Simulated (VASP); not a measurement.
Input of a VASP 6.6.1 run:

Contents of INCAR:

```
SYSTEM = Se
PREC = Accurate
ENCUT = 520
EDIFF = 1E-7
ISMEAR = 0
SIGMA = 0.1
LREAL = .FALSE.
LASPH = .TRUE.
NELM = 100
ALGO = Fast
ISIF = 2
LWAVE = .FALSE.
LCHARG = .FALSE.
GGA = PS
NBANDS = 16
```

KPOINTS

```
Automatic mesh
0
G
  6 6 6
  0 0 0
```

Contents of POSCAR:

```
Se
1.0
    5.5739670398      0.0000000000      0.0000000000
   -2.7869835199      4.8271970563      0.0000000000
    0.0000000000      0.0000000000      3.4170841418
Se
3
Direct
    0.0000000000      0.0000000000      0.0000000000
    0.3333333333      0.6666666667      0.5000000000
    0.6666666667      0.3333333333      0.5000000000
```

Potentials or basis: VASP PAW PBE potentials, release 64 (Se).

Command:

```bash
$ cat potpaw_PBE.64/Se/POTCAR > POTCAR
$ mpirun -np 1 vasp_std > vasp.out
```

(1) What does it give for the band gap on the k mesh?

(2) Predict the pressure.

Answers

(1) none (metal or under the smearing width).

(2) -12.8 GPa.

Caveat: the PAW data sets were made with another functional, which shifts forces and pressure a little.
